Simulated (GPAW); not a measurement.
Runs of GPAW 26.7.0 on As. Symmetry: R-3m, No. 166, trigonal system. The conventional cell has a = 3.762 Å, b = 3.762 Å, c = 10.542 Å, α = 90.00°, β = 90.00°, γ = 120.00°. As (site symmetry 3m) has 3 As at 2.51 Å as nearest neighbours. 

| task | level | potentials or basis | maxiter | convergence | kernel | eta | response ecut | gap on the mesh (eV) | pressure (GPa) | largest force (eV/Å) |
| --- | --- | --- | --- | --- | --- | --- | --- | --- | --- | --- |
| single point | PBE | GPAW PAW data sets (gpaw-data 1.2.1), pw | 120 | default | - | - | - | none | 3.8 | 0.44 |
| single point | LDA | the program's PAW data sets (release 1.2.1) made for this functional, pw | 120 | default | - | - | - | none | (b) | 0.28 |
| energy-loss spectrum | LDA | the program's PAW data sets (release 1.2.1) made for this functional, pw | 150 | - | ALDA | 0.1 eV | 40 eV | none | - | - |
| single point | r2SCAN | GPAW PAW data sets (gpaw-data 1.2.1), pw | 120 | default | - | - | - | 0.01 | (a) | 0.14 |

Alike in all rows: no spin polarisation; cell as given; k mesh 7 × 7 × 7; cutoff (eV) 450; smearing fermi-dirac 0.05 eV.

Q: Estimate the missing entries.

A: (a) 1.8; (b) -1.2.

Caveats: the cutoff is short for stress and forces, so pressures can be off by a GPa or more (some runs); the highest transitions drop out of the frequency grid (some runs); the PAW data sets were made with another functional, which shifts forces and pressure a little (some runs); an odd mesh through Γ misses points on the zone boundary, where band edges often lie (some runs).

A k mesh can miss the band edges, and the runs leave out spin-orbit coupling on As.

A gap of «none» marks a metal or a gap under the smearing width.
